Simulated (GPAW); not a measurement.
# Ge (P4_32_12) in GPAW: equation of state with LDA

Aim: the equation of state of Ge with LDA.

All numbers are computed with GPAW 26.7.0; they aren't measurements. Logs are shortened: lines on timing, memory, paths and dates and some standing lists are left out, and cuts for length are marked. The log counts tension as positive stress, the text compression.

**1. The structure**

The structure is tetragonal, space group P4_32_12 (No. 96). Conventional cell: a = 5.930 Å, b = 5.930 Å, c = 6.980 Å, α = 90.00°, β = 90.00°, γ = 90.00°. Around Ge (site symmetry 1) lie 4 Ge at 2.44 to 2.55 Å. Ge (site symmetry 2) is surrounded by 4 Ge at 2.44 to 2.55 Å.

This isn't the form of Ge at room conditions, which is diamond.

**2. Equation of state, LDA**

Contents of run.py:

```python
from ase import Atoms
from ase.eos import EquationOfState
from ase.io import Trajectory
from ase.units import GPa
from gpaw import GPAW, PW

atoms = Atoms(['Ge', 'Ge', 'Ge', 'Ge', 'Ge', 'Ge', 'Ge', 'Ge', 'Ge', 'Ge', 'Ge', 'Ge'],
              cell=[[5.93, 0.0, 0.0],
                    [0.0, 5.93, 0.0],
                    [0.0, 0.0, 6.98]],
              scaled_positions=[[0.375, 0.1667, 0.75],
                                [0.3333, 0.875, 0.5],
                                [0.625, 0.8333, 0.25],
                                [0.6667, 0.125, 0.0],
                                [0.875, 0.3333, 0.5],
                                [0.8333, 0.625, 0.75],
                                [0.125, 0.6667, 0.0],
                                [0.1667, 0.375, 0.25],
                                [0.575, 0.425, 0.25],
                                [0.925, 0.925, 0.5],
                                [0.425, 0.575, 0.75],
                                [0.075, 0.075, 0.0]],
              pbc=True)

traj = Trajectory('eos.traj', 'w')
volumes, energies = [], []
for x in [0.94, 0.96, 0.98, 1.0, 1.02, 1.04, 1.06]:
    a = atoms.copy()
    a.set_cell(atoms.cell * x**(1 / 3), scale_atoms=True)
    calc = GPAW(mode=PW(600),
                xc='LDA',
                kpts={'size': (3, 3, 3), 'gamma': True},
                occupations={'name': 'fermi-dirac', 'width': 0.05},
                nbands=46,
                convergence={'density': 1e-05, 'energy': 1e-05},
                maxiter=150,
                txt=f'eos-{x:.2f}.txt')
    a.calc = calc
    energies.append(a.get_potential_energy(force_consistent=True))
    volumes.append(a.get_volume())
    p = -a.get_stress()[:3].mean() / GPa
    calc.write(f'eos-{x:.2f}.gpw')
    traj.write(a)
    print(f'{x:.2f} {volumes[-1]:10.4f} A^3 {energies[-1]:14.6f} eV {p:9.3f} GPa', flush=True)

v0, e0, B = EquationOfState(volumes, energies, eos='birchmurnaghan').fit()
print(f'V0 = {v0:.4f} A^3, E0 = {e0:.6f} eV, B0 = {B / GPa:.2f} GPa')
```

Potentials or basis: the program's PAW data sets (release 1.2.1) made for this functional, pw.

Started as:

```console
OMP_NUM_THREADS=1 python run.py
```

Output:

```text
__  _  _
 | _ |_)|_||  |
 |__||  | ||/\| - 26.7.0

Input parameters:
  mode=PW(ecut=600.0),
  convergence={'density': 1e-05, 'energy': 1e-05},
  kpts=MonkhorstPack(size=(3, 3, 3), gamma=True),
  maxiter=150,
  nbands=46,
  occupations=Occupations(name='fermi-dirac', width=0.05),
  xc=XC(name='LDA')

Diagonalizing LCAO Hamiltonian
Converting LCAO to pw mode
     .-------------.
    /|             |
   / |             |
  /  |             |
 *   |   Ge    Ge Ge
 |   | Ge          |
 |   |             |
 |   |       GeGe  |
 |   .-----Ge------.
 |  /Ge           /
 | /             /
 |/        Ge   /
 *Ge-----------*

Atoms  # Å, Bohr magnetons
|    | symbol |        x |        y |        z |    initial magnetic moments |
|----|--------|----------|----------|----------|-----------------------------|
|  0 |     Ge | 2.178355 | 0.968351 | 5.128133 | ( 0.0000,  0.0000,  0.0000) |
|  1 |     Ge | 1.936122 | 5.082827 | 3.418756 | ( 0.0000,  0.0000,  0.0000) |
|  2 |     Ge | 3.630591 | 4.840594 | 1.709378 | ( 0.0000,  0.0000,  0.0000) |
|  3 |     Ge | 3.872824 | 0.726118 | 0.000000 | ( 0.0000,  0.0000,  0.0000) |
|  4 |     Ge | 5.082827 | 1.936122 | 3.418756 | ( 0.0000,  0.0000,  0.0000) |
|  5 |     Ge | 4.840594 | 3.630591 | 5.128133 | ( 0.0000,  0.0000,  0.0000) |
|  6 |     Ge | 0.726118 | 3.872824 | 0.000000 | ( 0.0000,  0.0000,  0.0000) |
|  7 |     Ge | 0.968351 | 2.178355 | 1.709378 | ( 0.0000,  0.0000,  0.0000) |
|  8 |     Ge | 3.340144 | 2.468802 | 1.709378 | ( 0.0000,  0.0000,  0.0000) |
|  9 |     Ge | 5.373275 | 5.373275 | 3.418756 | ( 0.0000,  0.0000,  0.0000) |
| 10 |     Ge | 2.468802 | 3.340144 | 5.128133 | ( 0.0000,  0.0000,  0.0000) |
| 11 |     Ge | 0.435671 | 0.435671 | 0.000000 | ( 0.0000,  0.0000,  0.0000) |

Unit cell  # Å
| periodic |        x |        y |        z |  lengths |    angles |
|----------|----------|----------|----------|----------|-----------|
|      yes | 5.808946 | 0.000000 | 0.000000 | 5.808946 | 90.000000 |
|      yes | 0.000000 | 5.808946 | 0.000000 | 5.808946 | 90.000000 |
|      yes | 0.000000 | 0.000000 | 6.837511 | 6.837511 | 90.000000 |

Number of symmetries: 2
Symmetry operations  # r_c * U_cc + t_c -> r_c
|   | kind |            matrix            |
|---|------|------------------------------|
| 0 |  E   |  1, 0, 0,  0, 1, 0,  0, 0, 1 |
| 1 |  C2  |  0, 1, 0,  1, 0, 0,  0, 0,-1 |

BZ-sampling:
  Number of BZ points: 27
  Number of IBZ points: 10

  Monkhorst-Pack size: [3, 3, 3]
  Monkhorst-Pack shift: [0, 0, 0]

K-points  # in reciprocal-cell coordinates
|   |                                coordinates |     weight |
|---|--------------------------------------------|------------|
| 0 | (  0.00000000,   0.00000000,   0.00000000) | 0.03703704 |
| 1 | (  0.00000000,   0.00000000,   0.33333333) | 0.07407407 |
| 2 | (  0.33333333,  -0.33333333,  -0.33333333) | 0.07407407 |
| 3 | (  0.33333333,  -0.33333333,   0.00000000) | 0.07407407 |
| 4 | (  0.33333333,  -0.33333333,   0.33333333) | 0.07407407 |
| 5 | (  0.33333333,   0.00000000,  -0.33333333) | 0.14814815 |
| 6 | (  0.33333333,   0.00000000,   0.00000000) | 0.14814815 |
| 7 | (  0.33333333,   0.00000000,   0.33333333) | 0.14814815 |
| 8 | (  0.33333333,   0.33333333,   0.00000000) | 0.07407407 |
| 9 | (  0.33333333,   0.33333333,   0.33333333) | 0.14814815 |

Plane wave coefficients: 7720
Cutoff: 600.0 eV

Spin-components: 1 (collinear spins)
Bands:           46
Projectors:      60
Spin-degeneracy: 2
Datatype:        complex128

Parallelization:
  kpt:    1
  domain: 1
  band:   1

Density:
  Valence electrons: 48.0
  Components: 1
  Grid points: [35 35 40]
  Charge: 0.0  # |e|

Potential:
  Grid points: [35 35 40]

species:
  Ge:
    name:    Germanium
    Z:       32.0
    valence: 4
    core:    28
    charge:  0.0  # [|e|]
    compensation charges:
      type: gauss
      rc: 0.32  # [Å]
      lmax: 2
    cutoffs:
      filter: 1.77  # [Å]
      core: 3.42  # [Å]
    projectors
    | kind |    occ | energy [eV] | rcut [Å] |
    |------|--------|-------------|----------|
    |   4s |  2.000 |     -11.940 |    1.005 |
    |   4p |  2.000 |      -4.047 |    1.005 |
    |    s |        |      15.272 |    1.005 |
    |    p |        |      23.164 |    1.005 |
    |    d |        |       0.000 |    1.005 |

    Using partial waves for Ge as LCAO basis

Reference energy: -684213.812571  # eV

eigensolver:
  PPCG
  Converge bands: occupied
  niter=2

density mixing:
  MSR1-Mixer
  Pratt-step length: 0.05
  Maximum mixing coefficient: 0.75
  Old densities: 10
  SVD Regularization: 0.005
  Good broyden scale: 1.0
  Trust region scale: 1.0
  Backstep threshold: 4.0
  History deletion threshold: 6.0
  Fourier metric: weight=20.0, sigma=0.015

occupation numbers:
  Fermi-Dirac:
    width: 0.0500  # eV

poisson solver:
  ecut: 4800.0  # eV

xc functional:
  name: None

convergence criteria:
- Maximum integral of absolute [dens]ity change: 1e-05 electrons / valence electron
- Maximum [total energy] change in last 3 cyles: 1e-05 eV / valence electron
- Maximum integral of absolute [eigenst]ate change: 4e-08 eV^2 / valence electron
maximum number of iterations: 150

SCF iterations
|iter     | |      energy | eigst |  dens |
|---------|-|-------------|-------|-------|
|iter:   1| |  -61.062215 | -0.57 |       |
|iter:   2| |  -61.044145 | -2.79 | -0.96 |
|iter:   3| |  -60.727591 | -2.27 | -0.99 |
|iter:   4| |  -60.662507 | -2.96 | -1.53 |
|iter:   5| |  -60.658633 | -4.06 | -2.02 |
|iter:   6| |  -60.658453 | -5.29 | -2.73 |
|iter:   7| |  -60.658446c| -6.43 | -3.22 |
|iter:   8| |  -60.658446c| -7.54c| -3.66 |
|iter:   9| |  -60.658446c| -7.93c| -4.33 |
|iter:  10| |  -60.658446c| -8.60c| -5.26c|

Converged in 10 steps
Energy contributions relative to reference atoms: (reference = -684213.812571)

Energy contributions:
  Kinetic:         191.065264
  Coulomb:        -166.777303
  Zero:              0.015035
  External:          0.000000
  Xc:              -84.961189
  Entropy:          -0.000505
  Spinorbit:         0.000000
  ----------------------------
  Free energy:     -60.658698
  Extrapolated:    -60.658446

dipole moment: (0.002189, 0.002189, -67.292231)  # |e|*Ang

Fermi level: 7.097
Eigenvalues  # (at kpt = [0.000, 0.000, 0.000])
| band index |      eig [eV] | occ [0-2] |
|------------|---------------|-----------|
|          0 |        -6.269 |     2.000 |
|        ... |               |           |
|         16 |         3.343 |     2.000 |
|         17 |         3.699 |     2.000 |
|         18 |         3.699 |     2.000 |
|         19 |         4.742 |     2.000 |
|         20 |         5.828 |     2.000 |
|         21 |         5.831 |     2.000 |
[... 8 lines left out ...]
|         30 |        10.939 |     0.000 |
|         31 |        10.984 |     0.000 |
|        ... |               |           |
|         45 |        15.077 |     0.000 |

Gap: 0.621 eV
Transition (v -> c):
  (s=0, k=8, n=23, [0.33, 0.33, 0.00]) -> (s=0, k=3, n=24, [0.33, -0.33, 0.00])
Direct/indirect transitions are different
Direct gap: 0.621 eV
Transition at: (s=0, k=3, n=23, [0.33, -0.33, 0.00])

Stress tensor  # eV/Ang^3
|         x |         y |         z |
|-----------|-----------|-----------|
| -0.025542 |  0.000000 |  0.000000 |
|  0.000000 | -0.025542 | -0.000000 |
|  0.000000 | -0.000000 | -0.023406 |

# Writing to eos-0.94.gpw (mode='')
```

stdout:

```text
0.94   230.7239 A^3     -60.658698 eV     3.978 GPa
0.96   235.6330 A^3     -60.750834 eV     2.007 GPa
0.98   240.5420 A^3     -60.785964 eV     0.262 GPa
1.00   245.4510 A^3     -60.770849 eV    -1.280 GPa
1.02   250.3600 A^3     -60.711311 eV    -2.637 GPa
1.04   255.2690 A^3     -60.612754 eV    -3.826 GPa
1.06   260.1781 A^3     -60.480162 eV    -4.865 GPa
V0 = 241.4197 A^3, E0 = -60.786768 eV, B0 = 78.80 GPa
```

eos-0.98.txt:

```text
SCF iterations
|iter     | |      energy | eigst |  dens |
|---------|-|-------------|-------|-------|
|iter:   1| |  -61.157741 | -0.57 |       |
|iter:   2| |  -61.142581 | -2.80 | -0.97 |
|iter:   3| |  -60.851184 | -2.31 | -0.99 |
|iter:   4| |  -60.788947 | -3.00 | -1.54 |
|iter:   5| |  -60.785205 | -4.10 | -2.03 |
[... 50 lines left out ...]
  (s=0, k=3, n=23, [0.33, -0.33, 0.00]) -> (s=0, k=8, n=24, [0.33, 0.33, 0.00])
Direct/indirect transitions are different
Direct gap: 0.463 eV
Transition at: (s=0, k=8, n=23, [0.33, 0.33, 0.00])

Stress tensor  # eV/Ang^3
|         x |         y |         z |
|-----------|-----------|-----------|
| -0.001544 | -0.000000 | -0.000000 |
| -0.000000 | -0.001544 |  0.000000 |
| -0.000000 |  0.000000 | -0.001810 |

# Writing to eos-0.98.gpw (mode='')
```

Wall time 7.9 min (1 thread of Arm Neoverse V2, shared host); peak memory 0.65 GiB.

Results:

- Equilibrium volume: 20.12 Å³/atom
- Bulk modulus at fixed shape and positions: 79 GPa
- Pressure derivative of the bulk modulus: 5.3

Energy against volume, from the lowest point:
| volume (Å³/atom) | energy (meV/atom) |
| --- | --- |
| 19.227 | 10.61 |
| 19.636 | 2.93 |
| 20.045 | 0.00 |
| 20.454 | 1.26 |
| 20.863 | 6.22 |
| 21.272 | 14.43 |
| 21.682 | 25.48 |

Caveat: the cell was scaled at fixed shape and fractional positions, which overstates the stiffness of a crystal with free parameters, most of all of layers and chains.

**3. For comparison**

An earlier run on the cell as given: functional PBEsol; potentials or basis PAW data sets generated in the run's folder for this functional; cutoff 600 eV; basis pw; k mesh 5 × 5 × 4; occupations fermi-dirac, width 0.05 eV; no spin polarisation.

- Pressure: 0.8 GPa
- Largest force: 0.880 eV/Å
- Band gap on the k mesh: 0.69 eV, direct
